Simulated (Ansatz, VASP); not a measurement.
## BN: 3 runs at one level of theory

The starting cell:

```
N B
1.0
     0.00000    1.81300    1.81300
     1.81300    0.00000    1.81300
     1.81300    1.81300    0.00000
N B
1 1
Cartesian
  0.9065 0.9065 0.9065
  0.0000 0.0000 0.0000
```

The cell is a database's computed one, not the measured one.

Alike in all runs: task relaxation of cell and atoms; functional revPBE; dispersion D3(BJ); k mesh 13 × 13 × 13; occupations fermi-dirac, width 0.05 eV; no spin polarisation; no spin-orbit coupling.

| program and potentials | plane-wave cutoff (eV) | notes | equilibrium volume (Å³/atom) |
| --- | --- | --- | --- |
| Ansatz, Ansatz PAW | 420 | potentials made for PBE, which Ansatz adapts in part | 5.84 |
| VASP, PBE PAW files B, N, 600 eV | 600 | potentials made for PBE | 5.84 |
| Ansatz, all-electron LAPW, scalar-relativistic | - | - | 5.84 |

All agree on the equilibrium volume. Some sets were made for another functional than the one run, which can shift their rows. Relaxations stop with a little pressure left, so the last digit of a volume isn't settled.

The functional is the same throughout but for its coding, so the spread measures potentials, basis and numerics; runs on potential files found faulty are left out.
